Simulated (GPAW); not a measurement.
The system is FeO.

```
Fe O
1.0
     1.51768    0.87623    2.51579
    -1.51768    0.87623    2.51579
     0.00000   -1.75247    2.51579
Fe O
1 1
Direct
  0.00000 0.00000 0.00000
  0.50000 0.50000 0.50000
```

Base run:

* Program: GPAW 26.7.0
* Functional: LDA
* Potentials or basis: the program's PAW data sets (release 1.2.1) made for this functional
* Cutoff: 600 eV
* Basis: pw
* k mesh: 8 × 8 × 8
* Occupations: gaussian, width 0.05 eV
* Spin: collinear spin, ferromagnetic start
* Starting moments: [4.0, 0.0] μB
* Hubbard terms: Fe d U = 5 eV

Its results: band gap on the k mesh 0.70 eV, indirect (least direct gap 0.76 eV); pressure -8.3 GPa; net moment 4.00 μB per cell; site moments Fe +3.63; O +0.14 μB.

Problem. The run is repeated on the same cell with these changes: start of the occupation matrix from xy_yz_xz_first to random; cycles with the matrix held from 14 to 8. What comes out?

Solution. Band gap on the k mesh 0.85 eV, indirect (least direct gap 2.33 eV); pressure -9.6 GPa; net moment 4.00 μB per cell; site moments Fe +3.64; O +0.14 μB.

Caveats: the cutoff is short for stress and forces, so pressures can be off by a GPa or more; the occupation matrix was held by a function in the script for the first cycles and then freed; the end state hangs on it; a cell with one magnetic atom can't hold antiferromagnetic order, which such compounds often take.

A k mesh can miss the band edges.
